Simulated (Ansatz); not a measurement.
**CaO under changes of volume**

One of the cells (13.886 Å³/atom); the others are scaled copies at fixed shape and fractional positions:

```
Ca O
1.0
     0.00000    2.40356    2.40356
     2.40356    0.00000    2.40356
     2.40356    2.40356    0.00000
Ca O
1 1
Direct
  0.00000 0.00000 0.00000
  0.50000 0.50000 0.50000
```

The cell is a database's computed one.

```yaml
Program: Ansatz 0.2.0
Functional: PBEsol
Potentials_or_basis: all-electron LAPW, scalar-relativistic
Cutoff: 246 eV (chosen from the basis error)
Basis_error_allowed: 0.001 eV/atom
k_mesh: 10 × 10 × 10
Occupations: fermi-dirac, width 0.05 eV
Spin: no spin polarisation
```

```csv
volume (Å³/atom),energy over the lowest point (meV/atom),pressure (GPa),gap on the mesh (eV)
13.052,6.73,4.6,3.52
13.330,1.13,1.9,3.53
13.608,0.00,-0.5,3.54
13.886,2.87,-2.7,3.55
14.163,9.33,-4.7,3.56
14.441,19.00,-6.4,3.56
14.719,?,?,?
```

Problem. What does the run at 14.719 Å³/atom give?

Solution. Energy over the lowest point 31.54 meV/atom; pressure -8.0 GPa; gap on the mesh 3.57 eV.

Worked out: A Birch-Murnaghan fit of order 3 (a polynomial in V^(-2/3)) to the other rows has its minimum at 13.54 Å³/atom with B0 = V·E''(V) = 115 GPa and B' = 4.4. It gives 31.57 meV/atom at 14.719 Å³/atom, against the run's 31.54, and -dE/dV = -8.0 GPa, against -8.0. A straight line through the other rows of the gap, of slope 0.425 eV per unit of ln V, extrapolates to 3.57 eV, against the run's 3.57.

Energies are extrapolated to zero smearing.

A mesh can miss the band edges.
